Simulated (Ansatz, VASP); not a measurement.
# One calculation of Ca, two programs

INCAR

```
PREC = Accurate
ENCUT = 520
EDIFF = 1E-6
ISMEAR = 0
SIGMA = 0.05
LREAL = F
LASPH = T
NELM = 60
ALGO = Normal
ISIF = 2
LWAVE = F
LCHARG = F
GGA = PE
NBANDS = 11
```

Contents of KPOINTS:

```
Automatic mesh
0
Gamma
  6 6 6
```

POSCAR

```
Ca
1.0
   -2.2114683294      2.2114683294      2.2114683294
    2.2114683294     -2.2114683294      2.2114683294
    2.2114683294      2.2114683294     -2.2114683294
Ca
1
Direct
    0.0000000000      0.0000000000      0.0000000000
```

Input for Ansatz:

```yaml
crystal:
  lattice:
    - [-2.2114683294, 2.2114683294, 2.2114683294]
    - [2.2114683294, -2.2114683294, 2.2114683294]
    - [2.2114683294, 2.2114683294, -2.2114683294]
  atoms:
    - { symbol: Ca, position: [0.0, 0.0, 0.0] }
basis:
  ecutwfc: 420
  ecutrho_ratio: 4
kpoints:
  mp_grid: { grid: [6, 6, 6] }
hamiltonian:
  xc: pbe
scf:
  occupations: { method: gaussian, width: 0.05 }
output:
  forces: true
  stress: true
  eigenvalues: true
```

Alike in both runs: task single point; functional PBE; k mesh 6 × 6 × 6; occupations gaussian, width 0.05 eV; no spin polarisation.

|  | VASP | Ansatz |
| --- | --- | --- |
| version | VASP 6.6.1 | Ansatz 0.2.0 |
| potentials or method | VASP PAW PBE potentials, release 64 (Ca_sv) | scalar-relativistic, plane waves, PAW |
| plane-wave cutoff (eV) | 520 | 420 |
| valence electrons in the cell | 10 | 10 |

|  | VASP | Ansatz | Ansatz less VASP |
| --- | --- | --- | --- |
| gap on the k mesh at the Fermi level (eV) | none | none | - |
| pressure (GPa) | -0.3 | -0.3 | -0.01 |

A gap of «none» marks a metal or a gap that the smearing closes.
